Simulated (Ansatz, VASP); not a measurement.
Two plane-wave programs on Pb

```
Pb
1.0
     3.04808    0.00000    0.00000
     0.00000    3.04808    0.00000
     0.00000    0.00000    3.04808
Pb
1
Cartesian
  0.0000 0.0000 0.0000
```

Alike in both runs: task single point; functional PBEsol; k mesh 11 × 11 × 11; occupations fermi-dirac, width 0.1 eV; no spin polarisation.

|  | VASP | Ansatz |
| --- | --- | --- |
| version | VASP 6.6.1 | Ansatz 0.2.0 |
| potentials or method | VASP PAW PBE potentials, release 64 (Pb_d) | plane waves (420 eV) with PAW, scalar-relativistic |
| plane-wave cutoff (eV) | 520 | 420 |
| valence electrons in the cell | 14 | 14 |

|  | VASP | Ansatz | Ansatz less VASP |
| --- | --- | --- | --- |
| pressure (GPa) | 7.7 | 7.8 | +0.08 |

Ansatz warned: «pseudo_functional_mismatch».

Caveats: the PAW data sets were made with another functional, which shifts forces and pressure a little (VASP). The runs have no spin-orbit coupling, so splittings on Pb are missing.
